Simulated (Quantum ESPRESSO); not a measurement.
# CoO (I4/mmm) in Quantum ESPRESSO: single point with PBEsol

Aim: the single point of CoO with PBEsol.

All numbers are computed with Quantum ESPRESSO 7.5; they aren't measurements. Logs are shortened: lines on timing, memory, paths and dates and some standing lists are left out, and cuts for length are marked.

### Step 1. Starting point

It takes space group I4/mmm (No. 139, tetragonal). Conventional cell: a = 3.016 Å, b = 3.016 Å, c = 4.214 Å, α = 90.00°, β = 90.00°, γ = 90.00°. Co (site symmetry 4/mmm) has 6 O at 2.11 to 2.13 Å as nearest neighbours. O (site symmetry 4/mmm) has 6 Co at 2.11 to 2.13 Å as nearest neighbours.

### Step 2. Single point, PBEsol, collinear spin, ferromagnetic start

Contents of run.py:

```python
import numpy as np
from ase.calculators.espresso import Espresso, EspressoProfile
from ase.io import read

atoms = read('POSCAR')
atoms.set_initial_magnetic_moments([2.0, 0.0])

input_data = {
    'control': {'calculation': 'scf', 'prefix': 'pwscf', 'outdir': './tmp', 'tprnfor': True, 'tstress': True, 'disk_io': 'nowf'},
    'system': {'ecutwfc': 56.0, 'ecutrho': 448.0, 'nbnd': 21, 'occupations': 'smearing', 'smearing': 'fd', 'degauss': 0.00367493, 'nspin': 2},
    'electrons': {'conv_thr': 4e-10, 'electron_maxstep': 120, 'mixing_beta': 0.3},
}
pseudopotentials = {'O': 'o_pbesol_v1.2.uspp.F.UPF', 'Co': 'co_pbesol_v1.2.uspp.F.UPF'}
profile = EspressoProfile(command='mpirun -n 2 pw.x -nk 2', pseudo_dir='pseudo')
dft = Espresso(profile=profile, input_data=input_data, pseudopotentials=pseudopotentials, kpts=(12, 12, 12), koffset=(0, 0, 0))
atoms.calc = dft

print(f'energy {atoms.get_potential_energy():.8f} eV')
print('forces (eV/A)')
print(np.round(atoms.get_forces(), 6))
print('stress (eV/A^3, Voigt)')
print(np.round(atoms.get_stress(), 8))
print(f'Fermi level {dft.get_fermi_level():.4f} eV')
```

Contents of POSCAR:

```
CoO
1.0
   -1.5080000000      1.5080000000      2.1072475377
    1.5080000000     -1.5080000000      2.1072475377
    1.5080000000      1.5080000000     -2.1072475377
Co O
1 1
Direct
    0.0000000000      0.0000000000      0.0000000000
    0.5000000000      0.5000000000      0.0000000000
```

Potentials or basis: GBRV 1.5 PBEsol.

Command:

```
OMP_NUM_THREADS=1 python run.py
```

What it wrote:

```text
energy -4495.73828484 eV
forces (eV/A)
[[ 0.  0.  0.]
 [-0. -0. -0.]]
stress (eV/A^3, Voigt)
[0.05671092 0.05671092 0.05277386 0.         0.         0.        ]
Fermi level 13.9489 eV
```

espresso.pwi:

```text
&CONTROL
   calculation      = 'scf'
   tstress          = .true.
   tprnfor          = .true.
   outdir           = './tmp'
   prefix           = 'pwscf'
   disk_io          = 'nowf'
   pseudo_dir       = 'pseudo'
/
&SYSTEM
   nbnd             = 21
   ecutwfc          = 56.0
   ecutrho          = 448.0
   occupations      = 'smearing'
   degauss          = 0.00367493
   smearing         = 'fd'
   nspin            = 2
   starting_magnetization(1) = 2.0
   starting_magnetization(2) = 0.0
   ntyp             = 2
   nat              = 2
   ibrav            = 0
/
&ELECTRONS
   electron_maxstep = 120
   conv_thr         = 4e-10
   mixing_beta      = 0.3
/
&IONS
/
&CELL
/
&FCP
/
&RISM
/
ATOMIC_SPECIES
Co  58.933194 co_pbesol_v1.2.uspp.F.UPF
O  15.999 o_pbesol_v1.2.uspp.F.UPF

K_POINTS automatic
12 12 12  0 0 0

CELL_PARAMETERS angstrom
-1.50800000000000 1.50800000000000 2.10724753770000
1.50800000000000 -1.50800000000000 2.10724753770000
1.50800000000000 1.50800000000000 -2.10724753770000

ATOMIC_POSITIONS angstrom
Co  0.0000000000 0.0000000000 0.0000000000  
O  0.0000000000 0.0000000000 2.1072475377
```

espresso.pwo:

```text
This program is part of the open-source Quantum ESPRESSO suite
     for quantum simulation of materials; please cite
         "P. Giannozzi et al., J. Phys.:Condens. Matter 21 395502 (2009);
         "P. Giannozzi et al., J. Phys.:Condens. Matter 29 465901 (2017);
         "P. Giannozzi et al., J. Chem. Phys. 152 154105 (2020);
     in publications or presentations arising from this work. More details at

Warning: card &CELL ignored
Warning: card &FCP ignored
Warning: card &RISM ignored

     Message from routine setup:
     using ibrav=0 with symmetry is DISCOURAGED, use correct ibrav instead

     K-points division:     npool     =       2
     Subspace diagonalization in iterative solution of the eigenvalue problem:
     a serial algorithm will be used

     G-vector sticks info
     --------------------
     sticks:   dense  smooth     PW     G-vecs:    dense   smooth      PW
     Sum        1141     573    221                20635     7351    1751

     Using Slab Decomposition

     bravais-lattice index     =            0
     lattice parameter (alat)  =       5.6656  a.u.
     unit-cell volume          =     129.3525 (a.u.)^3
     number of atoms/cell      =            2
     number of atomic types    =            2
     number of electrons       =        23.00
     number of Kohn-Sham states=           21
     kinetic-energy cutoff     =      56.0000  Ry
     charge density cutoff     =     448.0000  Ry
     scf convergence threshold =      4.0E-10
     mixing beta               =       0.3000
     number of iterations used =            8  plain     mixing
     Exchange-correlation= SLA  PW   PSX  PSC
                           (   1   4  10   8   0   0   0)

     celldm(1)=   5.665593  celldm(2)=   0.000000  celldm(3)=   0.000000
     celldm(4)=   0.000000  celldm(5)=   0.000000  celldm(6)=   0.000000

     crystal axes: (cart. coord. in units of alat)
               a(1) = (  -0.502985   0.502985   0.702860 )
               a(2) = (   0.502985  -0.502985   0.702860 )
               a(3) = (   0.502985   0.502985  -0.702860 )

     reciprocal axes: (cart. coord. in units 2 pi/alat)
               b(1) = (  0.000000  0.994066  0.711379 )
               b(2) = (  0.994066  0.000000  0.711379 )
               b(3) = (  0.994066  0.994066  0.000000 )

     PseudoPot. # 1 for Co read from file:
     co_pbesol_v1.2.uspp.F.UPF
     Pseudo is Ultrasoft + core correction, Zval = 17.0
     Generated by new atomic code, or converted to UPF format
     Using radial grid of  863 points,  6 beta functions with:
                l(1) =   0
                l(2) =   0
                l(3) =   1
                l(4) =   1
                l(5) =   2
                l(6) =   2
     Q(r) pseudized with  8 coefficients,  rinner =    1.200   1.200   1.200
                                                       1.200   1.200

     PseudoPot. # 2 for O  read from file:
     o_pbesol_v1.2.uspp.F.UPF
     Pseudo is Ultrasoft + core correction, Zval =  6.0
     Generated by new atomic code, or converted to UPF format
     Using radial grid of  737 points,  5 beta functions with:
                l(1) =   0
                l(2) =   0
                l(3) =   1
                l(4) =   1
                l(5) =   2
     Q(r) pseudized with  8 coefficients,  rinner =    0.900   0.900   0.900
                                                       0.900   0.900

     atomic species   valence    mass     pseudopotential
     Co               17.00    58.93319     Co( 1.00)
     O                 6.00    15.99900     O ( 1.00)

     Starting magnetic structure
     atomic species   magnetization
     Co              0.118
     O               0.000

     16 Sym. Ops., with inversion, found

   Cartesian axes

     site n.     atom                  positions (alat units)
         1        Co     tau(   1) = (   0.0000000   0.0000000   0.0000000  )
         2        O      tau(   2) = (   0.0000000   0.0000000   0.7028603  )

     number of k points=   163  Fermi-Dirac smearing, width (Ry)=  0.0037

     Number of k-points >= 100: set verbosity='high' to print them.

     Dense  grid:    20635 G-vectors     FFT dimensions: (  40,  40,  40)

     Smooth grid:     7351 G-vectors     FFT dimensions: (  27,  27,  27)

     Check: negative core charge=   -0.000025
     Generating pointlists ...
     new r_m :   0.2899 (alat units)  1.6426 (a.u.) for type    1
     new r_m :   0.2899 (alat units)  1.6426 (a.u.) for type    2

     Initial potential from superposition of free atoms

     starting charge      22.0000, renormalised to      23.0000
     Starting wfcs are   17 randomized atomic wfcs +    4 random wfcs

     Self-consistent Calculation

     iteration #  1     ecut=    56.00 Ry     beta= 0.30
     Davidson diagonalization with overlap
     ethr =  1.00E-02,  avg # of iterations =  5.4

     total energy              =    -328.01047899 Ry
     estimated scf accuracy    <       7.43350996 Ry

     total magnetization       =     2.51 Bohr mag/cell
     absolute magnetization    =     2.54 Bohr mag/cell

     iteration #  2     ecut=    56.00 Ry     beta= 0.30
     Davidson diagonalization with overlap
     ethr =  1.00E-02,  avg # of iterations =  2.0

     total energy              =    -329.26360544 Ry
     estimated scf accuracy    <       9.12249298 Ry

     total magnetization       =     0.25 Bohr mag/cell
     absolute magnetization    =     0.27 Bohr mag/cell

     iteration #  3     ecut=    56.00 Ry     beta= 0.30
     Davidson diagonalization with overlap
     ethr =  1.00E-02,  avg # of iterations =  1.4

     total energy              =    -330.41711731 Ry
     estimated scf accuracy    <       0.17729098 Ry

     total magnetization       =     2.64 Bohr mag/cell
     absolute magnetization    =     2.64 Bohr mag/cell

     iteration #  4     ecut=    56.00 Ry     beta= 0.30
     Davidson diagonalization with overlap
     ethr =  7.71E-04,  avg # of iterations =  1.1

     total energy              =    -330.41393077 Ry
     estimated scf accuracy    <       0.05026999 Ry

     total magnetization       =     2.55 Bohr mag/cell
     absolute magnetization    =     2.56 Bohr mag/cell

     iteration #  5     ecut=    56.00 Ry     beta= 0.30
     Davidson diagonalization with overlap
     ethr =  2.19E-04,  avg # of iterations =  2.0

     total energy              =    -330.42386719 Ry
     estimated scf accuracy    <       0.03779644 Ry

     total magnetization       =     2.49 Bohr mag/cell
     absolute magnetization    =     2.50 Bohr mag/cell

     iteration #  6     ecut=    56.00 Ry     beta= 0.30
     Davidson diagonalization with overlap
     ethr =  1.64E-04,  avg # of iterations =  1.1

     total energy              =    -330.42921741 Ry
     estimated scf accuracy    <       0.00301481 Ry

     total magnetization       =     2.84 Bohr mag/cell
     absolute magnetization    =     2.86 Bohr mag/cell

     iteration #  7     ecut=    56.00 Ry     beta= 0.30
     Davidson diagonalization with overlap
     ethr =  1.31E-05,  avg # of iterations =  2.4

     total energy              =    -330.42995327 Ry
     estimated scf accuracy    <       0.00418995 Ry

     total magnetization       =     2.79 Bohr mag/cell
     absolute magnetization    =     2.81 Bohr mag/cell
[... 48 lines left out ...]
     total magnetization       =     2.99 Bohr mag/cell
     absolute magnetization    =     3.01 Bohr mag/cell

     iteration # 13     ecut=    56.00 Ry     beta= 0.30
     Davidson diagonalization with overlap
     ethr =  1.91E-08,  avg # of iterations =  1.9

     total energy              =    -330.43069787 Ry
     estimated scf accuracy    <       0.00000114 Ry

     total magnetization       =     2.99 Bohr mag/cell
     absolute magnetization    =     3.02 Bohr mag/cell

     iteration # 14     ecut=    56.00 Ry     beta= 0.30
     Davidson diagonalization with overlap
     ethr =  4.94E-09,  avg # of iterations =  1.0

     total energy              =    -330.43069816 Ry
     estimated scf accuracy    <       0.00000017 Ry

     total magnetization       =     2.99 Bohr mag/cell
     absolute magnetization    =     3.02 Bohr mag/cell

     iteration # 15     ecut=    56.00 Ry     beta= 0.30
     Davidson diagonalization with overlap
     ethr =  7.43E-10,  avg # of iterations =  1.2

     total energy              =    -330.43069819 Ry
     estimated scf accuracy    <       0.00000010 Ry

     total magnetization       =     2.99 Bohr mag/cell
     absolute magnetization    =     3.02 Bohr mag/cell

     iteration # 16     ecut=    56.00 Ry     beta= 0.30
     Davidson diagonalization with overlap
     ethr =  4.16E-10,  avg # of iterations =  1.0

     total energy              =    -330.43069820 Ry
     estimated scf accuracy    <       0.00000002 Ry

     total magnetization       =     2.99 Bohr mag/cell
     absolute magnetization    =     3.02 Bohr mag/cell

     iteration # 17     ecut=    56.00 Ry     beta= 0.30
     Davidson diagonalization with overlap
     ethr =  9.21E-11,  avg # of iterations =  1.1

     Magnetic moment per site  (integrated on atomic sphere of radius R)
     atom   1 (R=0.290)  charge= 14.5603  magn=  2.5306
     atom   2 (R=0.290)  charge=  5.6956  magn=  0.3524

     End of self-consistent calculation

     Number of k-points >= 100: set verbosity='high' to print the bands.

     the Fermi energy is    13.9489 ev

!    total energy              =    -330.43069820 Ry
     estimated scf accuracy    <          6.6E-11 Ry
     smearing contrib. (-TS)   =      -0.00218438 Ry
     internal energy E=F+TS    =    -330.42851382 Ry

     The total energy is F=E-TS. E is the sum of the following terms:
     one-electron contribution =    -181.71742372 Ry
     hartree contribution      =     104.14113865 Ry
     xc contribution           =     -39.55979282 Ry
     ewald contribution        =    -213.29243594 Ry

     total magnetization       =     2.99 Bohr mag/cell
     absolute magnetization    =     3.02 Bohr mag/cell

     convergence has been achieved in  17 iterations

     Forces acting on atoms (cartesian axes, Ry/au):

     atom    1 type  1   force =     0.00000000    0.00000000    0.00000000
     atom    2 type  2   force =    -0.00000000   -0.00000000   -0.00000000

     Total force =     0.000000     Total SCF correction =     0.000000

     Computing stress (Cartesian axis) and pressure

          total   stress  (Ry/bohr**3)                   (kbar)     P=      -88.76
  -0.00061766  -0.00000000  -0.00000000          -90.86       -0.00       -0.00
  -0.00000000  -0.00061766  -0.00000000           -0.00      -90.86       -0.00
  -0.00000000  -0.00000000  -0.00057478           -0.00       -0.00      -84.55

=------------------------------------------------------------------------------=
   JOB DONE.
=------------------------------------------------------------------------------=
```

It took 74 s on 2 MPI ranks of Arm Neoverse V2, shared host; peak memory 0.26 GiB.

Results:

- Free energy: -4495.7387 eV
- Pressure: -8.9 GPa
- Band gap on the k mesh: none (metal or under the smearing width)
- Net moment: 2.99 μB per cell
- Absolute moment: 3.02 μB per cell
- Site moments: Co +2.53; O +0.35 μB
- Valence electrons inside the program's atomic spheres: Co 14.56; O 5.70

Caveat: a cell with one magnetic atom can't hold antiferromagnetic order, which such compounds often take; semilocal functionals often make such compounds metallic where correlation or magnetic order opens a gap, which also shifts bond lengths.

### Step 3. The reference run

An earlier run on the cell as given: functional PBEsol; potentials or basis GBRV 1.5 PBEsol; cutoff 762 eV; density cutoff 6095 eV; k mesh 12 × 12 × 12; occupations fermi-dirac, width 0.05 eV; collinear spin, ferromagnetic start; starting moments [2.0, 0.0] μB.

- Pressure: -8.9 GPa
- Band gap on the k mesh: none (metal or under the smearing width)
- Net moment: 2.99 μB per cell
- Absolute moment: 3.02 μB per cell
- Site moments: Co +2.53; O +0.35 μB
- Valence electrons inside the program's atomic spheres: Co 14.56; O 5.70
